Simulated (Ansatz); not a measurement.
# B: the cost of one run

Method: DFT PBE, scalar-relativistic, plane waves, PAW, in Ansatz 0.2.0.

## 1. The starting structure

Symmetry: R-3m, No. 166, trigonal system. The conventional cell has a = 3.562 Å, b = 3.562 Å, c = 24.721 Å, α = 90.00°, β = 90.00°, γ = 120.00°. Tl (site symmetry -3m) has 12 Tl at 3.46 to 3.56 Å as nearest neighbours. Around Tl (site symmetry 3m) lie 12 Tl at 3.38 to 3.56 Å.

Coordinates:

```cif
data_structure
_symmetry_space_group_name_H-M 'P 1'
_symmetry_Int_Tables_number 1
_cell_length_a 8.4932
_cell_length_b 8.4932
_cell_length_c 8.4932
_cell_angle_alpha 24.210
_cell_angle_beta 24.210
_cell_angle_gamma 24.210
_cell_volume 90.55
loop_
_atom_site_label
_atom_site_type_symbol
_atom_site_fract_x
_atom_site_fract_y
_atom_site_fract_z
_atom_site_occupancy
Tl1 Tl 0.00000 0.00000 0.00000 1
Tl2 Tl 0.22094 0.22094 0.22094 1
Tl3 Tl 0.77906 0.77906 0.77906 1
```

The structure comes from the Materials Project (structure only).

## 2. One element swapped, cell strained: Tl → B, first probe

What differs from the listed cell: B takes all sites of Tl, and lengths are scaled by 0.748 as a first guess of the size; strain xx, yy, zz, yz, xz, xy = +4.4, +4.4, +4.4, +0.0, +0.0, +0.0 %.

Contents of input.yaml:

```yaml
crystal:
  lattice:
    - [1.3905946252, 0.8028601812, 6.4338830582]
    - [-1.3905946252, 0.8028601812, 6.4338830582]
    - [0.0, -1.6057203624, 6.4338830582]
  atoms:
    - { symbol: B, position: [0.0, 0.0, 0.0] }
    - { symbol: B, position: [0.22094066, 0.22094066, 0.22094066] }
    - { symbol: B, position: [0.77905934, 0.77905934, 0.77905934] }
basis:
  ecutwfc: 420
kpoints:
  mp_grid: { grid: [9, 9, 9] }
hamiltonian:
  xc: pbe
scf:
  occupations: { method: gaussian, width: 0.1 }
output:
  forces: true
  stress: true
  eigenvalues: true
```

On the command line:

```
$ ansatz run input.yaml --threads 1 --pin off --max-ram 1331MiB --backend cpu --events-out ev --progress --plain --runs-dir out
```

**Question.** How long does this run take on 1 thread of an x86-64 CPU, shared host, and how much memory does it need?

About 2.9 s, with a peak of 0.33 GiB.
